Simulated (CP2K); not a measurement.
Runs of CP2K 2026.2 on Sb. It takes space group Pm-3m (No. 221, cubic). The conventional cell has a = 3.160 Å, b = 3.160 Å, c = 3.160 Å, α = 90.00°, β = 90.00°, γ = 90.00°. Sb (site symmetry m-3m) has 6 Sb at 3.16 Å as nearest neighbours. This isn't the form of Sb at room conditions, which is rhombohedral.

| potentials or basis | potentials | gap on the mesh (eV) | pressure (GPa) |
| --- | --- | --- | --- |
| GTH_POTENTIALS Sb GTH-PBE-q5; DZVP-MOLOPT-SR-GTH basis | Sb GTH-PBE-q5 of GTH_POTENTIALS | none | -1.5 |
| GTH_POTENTIALS Sb GTH-BLYP-q5; DZVP-MOLOPT-SR-GTH basis | Sb GTH-BLYP-q5 of GTH_POTENTIALS | none | (b) |
| POTENTIAL_UZH Sb GTH-SCAN-q5; DZVP-MOLOPT-SR-GTH basis | Sb GTH-SCAN-q5 of POTENTIAL_UZH | none | -3.6 |
| GTH_POTENTIALS Sb GTH-PADE-q5; DZVP-MOLOPT-SR-GTH basis | Sb GTH-PADE-q5 of GTH_POTENTIALS | none | (a) |
| POTENTIAL_UZH Sb GTH-PBE0-q5; DZVP-MOLOPT-SR-GTH basis | Sb GTH-PBE0-q5 of POTENTIAL_UZH | none | -2.6 |

Alike in all rows: task single point; level PBE; no spin polarisation; cell as given; k mesh 8 × 8 × 8; smearing fermi-dirac 0.05 eV.

Task: Estimate the missing entries.

Result: (a) -4.2; (b) -2.0.

Caveats: the basis of atomic orbitals isn't converged, which shifts pressures, moduli and gaps; the potentials were made for another functional, which shifts forces and pressure (some runs).

A k mesh can miss the band edges, and the runs leave out spin-orbit coupling on Sb.

A gap of «none» marks a metal or a gap under the smearing width.
